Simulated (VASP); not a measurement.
# Cd15Te17 (a cell with a defect) in VASP: settings compared, part 2 of 2

VASP 6.6.1.

## Step 3: Single point, HSE06, collinear spin, ferromagnetic start

POSCAR

```
Cd15Te17                                
1.0
    6.6222820000      6.6222820000      6.6222820000
   -6.6222820000     -6.6222820000      6.6222820000
    6.6222820000     -6.6222820000     -6.6222820000
  Te              Cd            
    17    15
Direct
     0.0486704948074297    0.3005863533580628    0.7989795030862933
     0.2678288438596062    0.2486039049904267    0.7483002030675500
     0.4959457440126412    0.9957613096723567    0.7454801978641526
     0.2515979518409608    0.5010033119344509    0.5032563638063626
     0.4982487847654699    0.2446386368269496    0.4961953279980496
     0.7500876948816153    0.9997198438417501    0.5015863631131220
     0.7470044909401797    0.7471553632212268    0.7458860868109062
     0.9979341691510901    0.5207818046216077    0.7479308831062788
     0.2515261399822515    0.0037747161861237    0.0020937245237486
     0.2486424789778881    0.7479991142469326    0.2481992837361024
     0.4979506096406482    0.4984936178695942    0.2482294802205375
     0.7475235873035500    0.2455151491626834    0.2481182785815209
     0.9961851490961343    0.9977105724172292    0.2482962193304688
     0.9954561854640452    0.7474873220920448    0.4967190857548932
     0.4981291249410664    0.7481310506389125    0.9986515233046745
     0.7534803096286813    0.5013474251883970    0.0020181708798208
     0.9965286900702441    0.2466021697274062    0.0168074453831866
     0.2454201216515506    0.9876935870226502    0.7473457707931784
     0.9974309644374237    0.4968066190984890    0.4872323501215073
     0.2480134643954199    0.2470092255450295    0.4875802536044248
     0.4993268034354272    0.9953461931732777    0.4968384581512958
     0.5015319116360416    0.7509829325111154    0.7521721896125437
     0.7366738807830440    0.4960017014089413    0.7475123676732104
     0.9968254204934921    0.9870354282709786    0.9968720492991398
     0.0028966498005674    0.7522797111287469    0.2520090468040209
     0.2542857413627452    0.5043524903159224    0.2569697395200545
     0.5023367011273421    0.2527282746719907    0.2515626384847848
     0.7461100593198786    0.9957149355064815    0.2508534475029854
     0.7460081539087720    0.7487225308957107    0.4964399966234922
     0.2558457160236147    0.7584860398547609    0.0060153355696176
     0.5080146733133115    0.5057647065775026    0.0060879471082561
     0.7362133089478643    0.2459222680222388    0.9961073985638123
```

INCAR.step1

```
PREC = Normal
ENCUT = 400
EDIFF = 1E-5
ISMEAR = 0
SIGMA = 0.01
LREAL = Auto
LASPH = T
NELM = 150
ALGO = Normal
ISIF = 2
LWAVE = T
LCHARG = F
ISPIN = 2
MAGMOM = 0.2 0.2 0 0 0 0.2 0 0.2 0 0 0 0 0 0 0 0 0.2 0 0 0 0 0 0 0 0 0 0 0 0 0 0 0
LORBIT = 11
NBANDS = 167
AMIX = 0.2
BMIX = 1E-4
AMIX_MAG = 0.8
BMIX_MAG = 1E-4
ICORELEVEL = 1
NELECT = 281.0
GGA = PE
LUSENCCL = F
```

INCAR.step2

```
PREC = Normal
ENCUT = 400
EDIFF = 1E-6
ISMEAR = 0
SIGMA = 0.01
LREAL = Auto
LASPH = T
NELM = 150
ALGO = Normal
ISIF = 2
LWAVE = F
LCHARG = F
ISPIN = 2
MAGMOM = 0.2 0.2 0 0 0 0.2 0 0.2 0 0 0 0 0 0 0 0 0.2 0 0 0 0 0 0 0 0 0 0 0 0 0 0 0
LORBIT = 11
GGA = PE
LHFCALC = T
HFSCREEN = 0.2
PRECFOCK = Fast
NBANDS = 167
AMIX = 0.2
BMIX = 1E-4
AMIX_MAG = 0.8
BMIX_MAG = 1E-4
ICORELEVEL = 1
NELECT = 281.0
ISTART = 1
LUSENCCL = F
```

KPOINTS

```
Automatic mesh
0
Gamma
  1 1 1
```

Potentials or basis: VASP PAW PBE potentials, release 64 (Te, Cd).

Launch:

```console
cat potpaw_PBE.64/Te/POTCAR potpaw_PBE.64/Cd/POTCAR > POTCAR
cp INCAR.step1 INCAR
mpirun -np 1 vasp_gam > vasp.out
cp INCAR.step2 INCAR
mpirun -np 1 vasp_gam > vasp.out
```

OUTCAR:

```text
PREC = Normal
   ENCUT = 400
   EDIFF = 1E-6
   ISMEAR = 0
   LREAL = Auto
   LASPH = T
   NELM = 150
   ISIF = 2
   ISPIN = 2
   LORBIT = 11
   GGA = PE
   LHFCALC = T
   HFSCREEN = 0.2
   PRECFOCK = Fast
   AMIX = 0.2
   AMIX_MAG = 0.8
   NELECT = 281.0
   ISTART = 1

 ion  position               nearest neighbor table
   1  0.049  0.301  0.799-   2 2.96  17 2.96   8 2.97   6 3.43
   2  0.268  0.249  0.748-  31 2.89  18 2.91  20 2.92   1 2.96
   3  0.496  0.996  0.745-  32 2.84  18 2.85  22 2.86  21 2.86
   4  0.252  0.501  0.503-  19 2.84  20 2.84  26 2.85  22 2.86
   5  0.498  0.245  0.496-  23 2.84  20 2.85  27 2.85  21 2.87
   6  0.750  1.000  0.502-  21 2.84  29 2.84  28 2.85   1 3.43
[... 24 lines left out ...]
  31  0.508  0.506  0.006-  11 2.85  15 2.85  16 2.85   2 2.89
  32  0.736  0.246  0.996-   3 2.84  16 2.85  12 2.85  17 2.91

  LATTYP: Found a body centered cubic cell.
 ALAT       =    13.2445640000

  Lattice vectors:

 A1 = (   6.6222820000,   6.6222820000,   6.6222820000)
 A2 = (  -6.6222820000,  -6.6222820000,   6.6222820000)
 A3 = (   6.6222820000,  -6.6222820000,  -6.6222820000)

Analysis of symmetry for initial positions (statically):
=====================================================================
 Subroutine PRICEL returns:
 Original cell was already a primitive cell.

 Routine SETGRP: Setting up the symmetry group for a
 body centered cubic supercell.

 Subroutine GETGRP returns: Found  1 space group operations
 (whereof  1 operations were pure point group operations)
 out of a pool of 48 trial point group operations.

The static configuration has the point symmetry C_1 .

Analysis of symmetry for dynamics (positions and initial velocities):
=====================================================================
 Subroutine PRICEL returns:
 Original cell was already a primitive cell.

 Routine SETGRP: Setting up the symmetry group for a
[... 295 lines left out ...]
      6      -9.9870      1.00000
[... 144 lines left out ...]
    151       5.2958      0.00000
    152       5.3036      0.00000
 Fermi energy:         1.5194496061

 spin component 2

 k-point     1 :       0.0000    0.0000    0.0000
  band No.  band energies     occupation
      1     -11.4436      1.00000
      2     -10.2194      1.00000
      3     -10.1941      1.00000
      4     -10.1916      1.00000
      5      -9.9872      1.00000
      6      -9.9845      1.00000
[... 144 lines left out ...]
    151       5.3029      0.00000
    152       5.3104      0.00000
 [bands above 152 left out]

------------------------ aborting loop because EDIFF is reached ----------------------------------------

  FORCE on cell =-STRESS in cart. coord.  units (eV):
  Direction    XX          YY          ZZ          XY          YZ          ZX
  --------------------------------------------------------------------------------------
  -------------------------------------------------------------------------------------
  Total      -12.7377621    -12.6755492    -12.6651962     -0.2088505     -0.1792675      0.1019116
  in kB      -17.5679348    -17.4821308    -17.4678519     -0.2880468     -0.2472459      0.1405566
  external PRESSURE =     -17.5059725 kB  Pullay stress =       0.0000000 kB

 VOLUME and BASIS-vectors are now :
 -----------------------------------------------------------------------------
  energy-cutoff  :      400.00
  volume of cell :     1161.67
      direct lattice vectors                 reciprocal lattice vectors
     6.622282000  6.622282000  6.622282000     0.075502674  0.000000000  0.075502674
    -6.622282000 -6.622282000  6.622282000     0.000000000 -0.075502674  0.075502674
     6.622282000 -6.622282000 -6.622282000     0.075502674 -0.075502674  0.000000000

 POSITION                                       TOTAL-FORCE (eV/Angst)
 -----------------------------------------------------------------------------------
      3.62281     -6.95933     -2.97819         0.073850     -0.077491      0.086280
      5.08277     -4.82814     -1.53549        -0.163088     -0.148075     -0.165094
      1.62686     -8.24670      4.94172        -0.029093     -0.061578      0.026086
      1.68107     -4.98434      1.65123        -0.036971      0.040291     -0.005127
      4.96542     -1.60647      1.63366         0.006471     -0.086314     -0.043808
      1.66851     -4.97478      8.26607         0.044054     -0.038389      0.073503
[... 24 lines left out ...]
      0.05522     -0.02542      6.67322         0.029817      0.006495      0.040843
      9.84335     -3.34966     -0.09253         0.011635     -0.021972     -0.034891
 -----------------------------------------------------------------------------------
    total drift:                                0.023819     -0.027165      0.021905

  FREE ENERGIE OF THE ION-ELECTRON SYSTEM (eV)
  ---------------------------------------------------
  free  energy   TOTEN  =       -98.5455745676 eV

  energy  without entropy=      -98.5455745676  energy(sigma->0) =      -98.54557457

 total charge

# of ion       s       p       d       tot
------------------------------------------
    1        1.433   1.797   0.039   3.269
    2        1.331   2.123   0.019   3.473
    3        1.303   2.209   0.017   3.529
    4        1.301   2.214   0.017   3.532
    5        1.303   2.209   0.017   3.529
    6        1.327   2.130   0.016   3.473
[... 24 lines left out ...]
   31        0.424   0.280   9.574  10.279
   32        0.426   0.277   9.573  10.277
--------------------------------------------------
tot         28.768  41.008 143.923 213.698

 magnetization (x)

# of ion       s       p       d       tot
------------------------------------------
    1        0.006   0.256   0.004   0.266
    2        0.000   0.003   0.001   0.004
    3       -0.000   0.000   0.000   0.000
    4        0.000  -0.000   0.000  -0.000
    5       -0.000   0.000   0.000   0.000
    6        0.019   0.241   0.000   0.260
[... 24 lines left out ...]
   31        0.001   0.000   0.000   0.001
   32       -0.000   0.000   0.000   0.000
--------------------------------------------------
tot          0.023   0.543   0.015   0.581
```

OUTCAR.step1:

```text
PREC = Normal
   ENCUT = 400
   EDIFF = 1E-5
   ISMEAR = 0
   LREAL = Auto
   LASPH = T
   NELM = 150
   ISIF = 2
   ISPIN = 2
[... 760 lines left out ...]
   32        0.456   0.282   9.531  10.269
--------------------------------------------------
tot         29.908  38.442 143.299 211.649

 magnetization (x)

# of ion       s       p       d       tot
------------------------------------------
    1        0.005   0.229   0.004   0.237
    2        0.000   0.006   0.001   0.007
    3       -0.000   0.001   0.000   0.001
    4        0.000  -0.000   0.000   0.000
    5       -0.000   0.001   0.000   0.001
    6        0.016   0.201   0.001   0.217
[... 24 lines left out ...]
   31        0.001   0.000   0.000   0.002
   32       -0.000   0.001   0.000   0.001
--------------------------------------------------
tot          0.023   0.491   0.018   0.532
```

Wall time 18 min (1 × NVIDIA H100 80GB with 1 thread of AMD EPYC 7R13 (Zen 3), shared host); peak memory 1.4 GiB.

What came out:

```
Free energy                                           : -98.5456 eV
Largest force                                         : 0.337 eV/Å
Band gap on the k mesh                                : 1.07 eV, direct
Net moment                                            : 1.00 μB per cell
Site moments                                          : Te +0.27, +0.00, -0.00, +0.26, +0.01; Cd +0.00 μB
Valence electrons inside the program's atomic spheres : Te 3.27, 3.47, 3.53, 3.48; Cd 10.28
```

Forces on the atoms (eV/Å):
```
Te   0.074 -0.077  0.086
Te  -0.163 -0.148 -0.165
Te  -0.029 -0.062  0.026
Te  -0.037  0.040 -0.005
Te   0.006 -0.086 -0.044
Te   0.044 -0.038  0.074
Te   0.040  0.027 -0.010
Te   0.191  0.192 -0.201
Te  -0.013  0.027 -0.025
Te   0.044  0.038  0.032
Te  -0.031 -0.051  0.033
Te  -0.011  0.049  0.031
Te  -0.042  0.007  0.013
Te   0.041 -0.007 -0.031
Te   0.058 -0.054 -0.024
Te  -0.033  0.008 -0.046
Te  -0.154  0.143  0.177
Cd   0.022  0.040  0.015
Cd  -0.030 -0.008  0.017
Cd   0.015  0.034  0.016
Cd  -0.056 -0.069 -0.048
Cd  -0.010 -0.004  0.019
Cd  -0.040 -0.007  0.013
Cd   0.016 -0.013 -0.030
Cd  -0.010 -0.005 -0.003
Cd   0.031 -0.025 -0.003
Cd   0.006  0.002 -0.001
Cd  -0.047  0.048  0.074
Cd   0.067  0.045 -0.034
Cd   0.006 -0.028  0.039
Cd   0.030  0.006  0.041
Cd   0.012 -0.022 -0.035
```

Levels at points of the mesh, in eV from the valence-band top:
Spin up:
```csv
k point,band 138,band 139,band 140,band 141,band 142,band 143,band 144,band 145
"(0.00, 0.00, 0.00)",-0.13,-0.07,-0.06,-0.02,1.67,1.92,1.94,3.46
```
Spin down:
```csv
k point,band 138,band 139,band 140,band 141,band 142,band 143
"(0.00, 0.00, 0.00)",-0.05,-0.05,0.00,1.07,1.70,2.02
```

Core levels (eV, on the scale of the bands):
| atom | levels |
| --- | --- |
| 1 Te | 1s -31615.3, 2s -4842.8, 2p -4346.2, 3s -958.9, 3p -797.6, 3d -553.8, 4s -158.3, 4p -108.3, 4d -35.6 |
| 2 Te | 1s -31613.9, 2s -4841.4, 2p -4344.8, 3s -957.6, 3p -796.2, 3d -552.5, 4s -157.0, 4p -107.0, 4d -34.3 |
| 3 Te | 1s -31613.4, 2s -4840.9, 2p -4344.3, 3s -957.1, 3p -795.7, 3d -552.0, 4s -156.5, 4p -106.5, 4d -33.8 |
| 4 Te | 1s -31613.4, 2s -4840.9, 2p -4344.3, 3s -957.1, 3p -795.7, 3d -552.0, 4s -156.5, 4p -106.5, 4d -33.8 |
| 5 Te | 1s -31613.4, 2s -4840.9, 2p -4344.3, 3s -957.1, 3p -795.7, 3d -552.0, 4s -156.5, 4p -106.5, 4d -33.8 |
| 6 Te | 1s -31613.6, 2s -4841.1, 2p -4344.5, 3s -957.3, 3p -795.9, 3d -552.2, 4s -156.7, 4p -106.7, 4d -34.0 |

Caveat: the cell is charged against a uniform background, so pressure and absolute levels hang on convention; the PAW data sets were made with another functional, which shifts forces and pressure a little; spin-orbit coupling is left out, which moves the levels of the heavy elements.
